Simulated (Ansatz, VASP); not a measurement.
## Two plane-wave programs on BN

Contents of POSCAR:

```
BN
1.0
    2.5539396017      0.0000000000      0.0000000000
   -1.2769698009      2.2117765748      0.0000000000
    0.0000000000      0.0000000000      4.2268550000
N B
2 2
Direct
    0.3333333333      0.6666666667      0.1252760000
    0.6666666667      0.3333333333      0.6252760000
    0.3333333333      0.6666666667      0.4997240000
    0.6666666667      0.3333333333      0.9997240000
```

File INCAR.step1:

```
PREC = Accurate ; ENCUT = 520
ISMEAR = -1 ; SIGMA = 0.05
LREAL = F ; LASPH = T
NELM = 60 ; NBANDS = 16
GGA = PE ; ALGO = Normal
EDIFF = 1E-4 ; LWAVE = T
LCHARG = F
```

The input INCAR.step2:

```
PREC = Accurate ; ENCUT = 520
EDIFF = 1E-6 ; ISMEAR = -1
SIGMA = 0.05 ; LREAL = F
LASPH = T ; NELM = 60
ALGO = Normal ; ISIF = 2
LWAVE = F ; LCHARG = F
METAGGA = R2SCAN ; LMIXTAU = T
NBANDS = 16 ; ISTART = 1
```

The input KPOINTS:

```
Automatic mesh
0
Gamma
  12 12 6
```

input.yaml

```yaml
crystal:
  lattice:
    - [2.5539396017, 0.0, 0.0]
    - [-1.2769698009, 2.2117765748, 0.0]
    - [0.0, 0.0, 4.226855]
  atoms:
    - { symbol: "N", position: [0.3333333333, 0.6666666667, 0.125276] }
    - { symbol: "N", position: [0.6666666667, 0.3333333333, 0.625276] }
    - { symbol: B, position: [0.3333333333, 0.6666666667, 0.499724] }
    - { symbol: B, position: [0.6666666667, 0.3333333333, 0.999724] }
hamiltonian:
  xc: r2scan
  pseudopotentials: { kind: paw }
kpoints:
  mp_grid: { grid: [12, 12, 6] }
  band_path:
    path:
      - [[0.0, 0.0, 0.0], [0.5, 0.0, 0.0], [0.3333333333, 0.3333333333, 0.0], [0.0, 0.0, 0.0], [0.0, 0.0, 0.5], [0.5, 0.0, 0.5], [0.3333333333, 0.3333333333, 0.5], [0.0, 0.0, 0.5]]
      - [[0.5, 0.0, 0.5], [0.5, 0.0, 0.0]]
      - [[0.3333333333, 0.3333333333, 0.0], [0.3333333333, 0.3333333333, 0.5]]
    npoints: 14
scf:
  occupations: { method: fermi_dirac, width: 0.05 }
  n_extra_bands: 10
output:
  forces: true
  stress: true
  eigenvalues: true
  fatbands: true
```

Measurements of this composition are mostly on another form, of space group No. 194.

Alike in both runs: functional r2SCAN; k mesh 12 × 12 × 6; occupations fermi-dirac, width 0.05 eV; no spin polarisation.

```csv
,VASP,Ansatz
version,VASP 6.6.1,Ansatz 0.2.0
potentials or method,"VASP PAW PBE potentials, release 64 (N, B)",Ansatz PAW
plane-wave cutoff (eV),520,500
valence electrons in the cell,16,16
task,single point,band structure
```

|  | VASP | Ansatz | Ansatz less VASP |
| --- | --- | --- | --- |
| gap on the k mesh at the Fermi level (eV) | 5.72 | 5.76 | +0.033 |
| least direct gap on the mesh (eV) | 8.92 | 8.94 | +0.027 |
| pressure (GPa) | -3.7 | -4.7 | -1.07 |
| largest component of the traceless stress (GPa) | 0.44 | 0.44 | -0.002 |
| rms of the force components (eV/Å) | 0.012 | 0.014 | +0.0019 |

Atom by atom the forces differ by 0.002 eV/Å (rms over components).

Caveats: the PAW data sets were made with another functional, which shifts forces and pressure a little (VASP); the PAW data sets come from PBE, with cores solved anew for the run's functional, which leaves a small shift of forces and pressure (Ansatz). r2SCAN opens gaps a little over a GGA but as a rule still falls short of measured ones. A k mesh can miss the band edges.
